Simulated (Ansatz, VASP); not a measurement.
# Two plane-wave programs on ZnO

```xyz
4
Lattice="3.8479 0.0000 0.0000 0.0000 3.8479 0.0000 0.0000 0.0000 3.5260" Properties=species:S:1:pos:R:3 pbc="T T T"
Zn    0.0000    0.0000    1.7630
Zn    1.9239    1.9239    1.7630
O     0.0000    1.9239    2.4141
O     1.9239    0.0000    1.1119
```

Alike in both runs: functional PBE; k mesh 8 × 8 × 8; occupations gaussian, width 0.02 eV; no spin polarisation.

Ansatz relaxed the structure, and its values are those at the end. VASP's run is a single point on that final structure, the one shown.

|  | VASP | Ansatz |
| --- | --- | --- |
| version | VASP 6.6.1 | Ansatz 0.2.0 |
| potentials or method | VASP PAW PBE potentials, release 64 (Zn, O) | scalar-relativistic, plane waves, PAW |
| plane-wave cutoff (eV) | 520 | 420 |
| valence electrons in the cell | 36 | 36 |

```csv
,VASP,Ansatz,Ansatz less VASP
gap on the k mesh at the Fermi level (eV),1.05,1.07,+0.018
least direct gap on the mesh (eV),1.09,1.10,+0.015
pressure (GPa),0.9,0.0,-0.87
rms of the force components (eV/Å),0.028,0.000,-0.0277
```

A k mesh can miss the band edges.
